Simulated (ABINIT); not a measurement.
The system is MnS.

```xyz
2
Lattice="0.0000 2.6045 2.6045 2.6045 0.0000 2.6045 2.6045 2.6045 0.0000" Properties=species:S:1:pos:R:3 pbc="T T T"
Mn    0.0000    0.0000    0.0000
S     2.6045    2.6045    2.6045
```

Base run:

| Property | Result |
| --- | --- |
| Program | ABINIT 10.8.3 (patched build) |
| Functional | LDA |
| Potentials or basis | PseudoDojo NC SR LDA v0.4.1 standard |
| Cutoff | 1252 eV |
| k mesh | 7 × 7 × 7 |
| Occupations | fermi-dirac, width 0.05 eV |
| Spin | collinear spin, ferromagnetic start |
| Starting moments | [4.0, 0.0] μB |

Its results: band gap on the k mesh none (metal or under the smearing width); pressure -11.4 GPa; net moment 4.60 μB per cell; site moments Mn +3.94; S +0.13 μB.

Problem. The run is repeated on the same cell with these changes: functional from LDA to PBE; potentials or basis from PseudoDojo NC SR LDA v0.4.1 standard to PseudoDojo NC SR PBE v0.4.1 standard. What comes out?

Solution. Band gap on the k mesh none (metal or under the smearing width); pressure -2.6 GPa; net moment 4.73 μB per cell; site moments Mn +4.07; S +0.13 μB.

Caveats: a cell with one magnetic atom can't hold antiferromagnetic order, which such compounds often take; semilocal functionals often make such compounds metallic where correlation or magnetic order opens a gap, which also shifts bond lengths.

Not every run made on this cell is shown here.
